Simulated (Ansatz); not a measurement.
Rutile RuO2 was calculated with r²SCAN (PAW; Ansatz, a quantum-chemistry and plane-wave program).

Run with plane-wave cutoff 500 eV, 10×10×12 k mesh (along the axes of the cell as run), Fermi–Dirac smearing 0.05 eV, ferromagnetic start, scalar-relativistic PAW data made under PBE.

Computed at the level's own relaxed cell.

Problem. Estimate the equilibrium volume per atom, lattice parameter a and c axis length that the calculation returns.

Solution. 
* **equilibrium volume per atom**: 10.39 Å³/atom
* **lattice parameter a**: 4.480 Å
* **c axis length**: 3.107 Å

Measured, for comparison: lattice constant a 4.497 Å, lattice parameter c 3.105 Å (room temperature, not corrected to a static lattice; as tabulated in Hiroi (2015), arXiv:1503.02262). Computed (rounded) less measured: lattice constant a -0.4 %, lattice parameter c +0.1 %. A static lattice is as a rule a little smaller and stiffer than an uncorrected measurement, which narrows the difference in the lattice constant a and would widen misses of the other sign.

Computed values are for the static lattice.
